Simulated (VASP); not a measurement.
# From VASP inputs to Ansatz: Si (strained lonsdaleite (2H))

INCAR

```
ISMEAR = -1
IBRION = -1
LWAVE = .FALSE.
ENCUT = 520
NSW = 0
NBANDS = 16
NELM = 120
EDIFF = 1E-7
GGA = PE
LASPH = .TRUE.
PREC = Accurate
LCHARG = .FALSE.
ISIF = 2
LREAL = .FALSE.
SIGMA = 0.02
```

KPOINTS

```
KPOINTS created by Atomic Simulation Environment
0
Gamma
12 12 4
0 0 0
```

KPOINTS_OPT

```
special points
7
Reciprocal
0.0000000000 0.0000000000 0.0000000000 1
0.5000000000 0.0000000000 0.0000000000 1
0.3333333333 0.3333333333 0.0000000000 1
0.0000000000 0.0000000000 0.5000000000 1
0.5000000000 0.0000000000 0.5000000000 1
0.3333333333 0.3333333333 0.5000000000 1
0.0000000000 0.5000000000 0.0000000000 1
```

POSCAR

```
Si
 1.0000000000000000
     3.8321295590073570    0.0000000000000000    0.0000000000000000
    -1.9160647795036785    3.3187215486936292    0.0000000000000000
     0.0000000000000000    0.0000000000000000    6.1509803545999997
 Si
   4
Cartesian
 -0.0000000000000000  2.2124810324624189 -0.0090271243245443
  1.9160647795036780  1.1062405162312094  3.0664630529754553
 -0.0000000000000000  2.2124810324624189  2.3156447572995438
  1.9160647795036780  1.1062405162312094  5.3911349345995427
```

VASP ran with the recommended PBE PAW datasets (16 valence electrons in the cell).

Task: Write an Ansatz input for this cell and level of theory.

Result: 

```yaml
crystal:
  lattice:
    - [3.832129559, 0.0, 0.0]
    - [-1.9160647795, 3.3187215487, 0.0]
    - [0.0, 0.0, 6.1509803546]
  atoms:
    - { symbol: Si, position: [0.3333333333, 0.6666666667, -0.0014675911] }
    - { symbol: Si, position: [0.6666666667, 0.3333333333, 0.4985324089] }
    - { symbol: Si, position: [0.3333333333, 0.6666666667, 0.3764675911] }
    - { symbol: Si, position: [0.6666666667, 0.3333333333, 0.8764675911] }
kpoints:
  mp_grid: { grid: [12, 12, 4] }
  band_path:
    path:
      - [0.0, 0.0, 0.0]
      - [0.5, 0.0, 0.0]
      - [0.3333333333, 0.3333333333, 0.0]
      - [0.0, 0.0, 0.5]
      - [0.5, 0.0, 0.5]
      - [0.3333333333, 0.3333333333, 0.5]
      - [0.0, 0.5, 0.0]
    npoints: 1
hamiltonian:
  xc: pbe
scf:
  occupations: { method: fermi_dirac, width: 0.02 }
  n_extra_bands: 5
output:
  forces: true
  stress: true
  eigenvalues: true
```

Other inputs would serve too.

```
                                VASP     Ansatz
gap between bands v and c    0.26 eV    0.26 eV
         least direct gap    0.80 eV    0.80 eV
                 pressure    4.3 GPa    4.4 GPa
            largest force  0.03 eV/Å  0.03 eV/Å
```

Datasets and cutoffs are each program's own. VASP's cell holds 16 valence electrons and Ansatz's 16. Ansatz's stress includes a Pulay correction; VASP's doesn't.
